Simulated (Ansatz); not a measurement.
**How settings move the results for Ti**

```xyz
1
Lattice="0.0000 2.0300 2.0300 2.0300 0.0000 2.0300 2.0300 2.0300 0.0000" Properties=species:S:1:pos:R:3 pbc="T T T"
Ti    0.0000    0.0000    0.0000
```

The cell is COD entry 1534878, as deposited and not checked against the literature; nothing was relaxed.

Computed with DFT, PBE, all-electron LAPW, scalar-relativistic (Ansatz 0.2.0).

Settings: a Γ-centred 15×15×15 k mesh, Fermi–Dirac smearing of 0.05 eV, basis error target 0.25 meV/atom, no spin polarisation. One setting is then changed at a time.

| basis error target (meV/atom) | free energy less the base's (meV/atom) | P (GPa) | cutoff chosen (eV) |
| --- | --- | --- | --- |
| 0.25 (base) | 0.0 | 4.47 | 260 |
| 3 | 0.2 | 4.47 | 198 |
| 10 | ? | 4.48 | 170 |
| 30 | ? | 4.49 | 147 |
| 0.1 | 0.0 | 4.47 | 284 |

(1) What belongs in the row "30", column "free energy less the base's (meV/atom)"?

(2) What belongs in the row "10", column "free energy less the base's (meV/atom)"?

Answers

(1) 1.9.

(2) 0.6.
